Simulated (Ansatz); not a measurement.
Runs of Ansatz 0.2.0 on Os. The structure is cubic, space group Fm-3m (No. 225). Conventional cell: a = 3.890 Å, b = 3.890 Å, c = 3.890 Å, α = 90.00°, β = 90.00°, γ = 90.00°. Os (site symmetry m-3m) is surrounded by 12 Os at 2.75 Å. This isn't the form of Os at room conditions, which is hcp.

```tsv
task	level	potentials or basis	spin	U	cell	k mesh	cutoff (eV)	smearing	hubbard projectors	double counting	other keys	mesh quality	gap on the mesh (eV)	pressure (GPa)	V0 of scaled cells (Å³/atom)	B0 (GPa)
projected density of states	PBEsol	Ansatz PAW	off	-	as given	7 × 7 × 7	420	gaussian 0.15 eV	-	-	hamiltonian.xc = pbesol	coarse	none	-19.0	-	-
relaxation of cell and atoms	m-r2SCAN	Ansatz NC	collinear, program default start	-	relaxed	12 × 12 × 12	1100	gaussian 0.05 eV	-	-	-	not flagged	-	0.0	-	-
equation of state	PBE	Ansatz PAW	off	-	as given	12 × 12 × 12	420	fermi-dirac 0.05 eV	-	-	-	not flagged	-	-	14.32	391
electrostatic potential	PBEsol+D3(BJ)+U	Ansatz PAW earlier set	off	Os d U = 3 eV	cell strained at random at fixed volume	12 × 12 × 12	480	fermi-dirac 0.05 eV	atomic	fll (the default)	-	not flagged	none	-37.2	-	-
single point	PBE	Ansatz PAW	off	-	as given	12 × 12 × 12	420	fermi-dirac 0.05 eV	-	-	-	not flagged	none	-10.0	-	-
equation of state	PBEsol	PseudoDojo PBEsol	SOC, no magnetisation	-	as given	12 × 12 × 12	1007	fermi-dirac 0.01 eV	-	-	-	not flagged	-	-	13.95	420
equation of state	wPBEh	Ansatz PAW polarizable	collinear, zero start	-	as given	8 × 8 × 8	420	fermi-dirac 0.05 eV	-	-	-	not flagged	-	-	(b)	(a)
single point	PBE	Ansatz PAW	off	-	cell strained at random at fixed volume	12 × 12 × 12	420	fermi-dirac 0.05 eV	-	-	-	not flagged	none	-9.6	-	-
```

Task: Fill in the values left out.

Result: (a) 438; (b) 14.00.

Caveats: some runs use coarse meshes; the magnetic or orbital state may not be the lowest (some runs); so large a pressure means that the cell lies far from this level's equilibrium, or that cutoff or potentials fall short (some runs); the PAW data sets come from PBE, with cores solved anew for the run's functional, which leaves a small shift of forces and pressure (some runs); the plane-wave basis is chosen anew once the cell has moved, so the energies of steps on either side of that aren't comparable (some runs); the potentials were made for another functional, which shifts forces and pressure (some runs); the cell as given lies far from equilibrium (some runs); U without spin polarisation on a metal has little footing (some runs).

A k mesh can miss the band edges, and rows without SOC leave out spin-orbit coupling on Os.

A gap of «none» marks a metal or a gap under the smearing width.
